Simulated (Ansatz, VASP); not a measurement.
**CdS: VASP beside Ansatz**

```
Cd S
1.0
     0.00000    2.74750    2.74750
     2.74750    0.00000    2.74750
     2.74750    2.74750    0.00000
Cd S
1 1
Direct
  0.00000 0.00000 0.00000
  0.50000 0.50000 0.50000
```

Measurements of this composition are mostly on another form, of space group No. 186.

Alike in both runs: task single point; functional PBE; k mesh 12 × 12 × 12; occupations gaussian, width 0.01 eV; no spin polarisation.

|  | VASP | Ansatz |
| --- | --- | --- |
| version | VASP 6.6.1 | Ansatz 0.2.0 |
| potentials or method | VASP PAW PBE potentials, release 64 (Cd, S) | scalar-relativistic, plane waves, PAW |
| plane-wave cutoff (eV) | 520 | 420 |
| valence electrons in the cell | 18 | 26 |

```csv
,VASP,Ansatz,Ansatz less VASP
gap on the k mesh at the Fermi level (eV),0.25,0.26,+0.011
least direct gap on the mesh (eV),1.57,1.60,+0.024
pressure (GPa),0.4,0.0,-0.39
```

The two sets of potentials don't hold the same shells in valence.

A k mesh can miss the band edges. A hybrid or GW would open this gap; PBE tends to underestimate it.
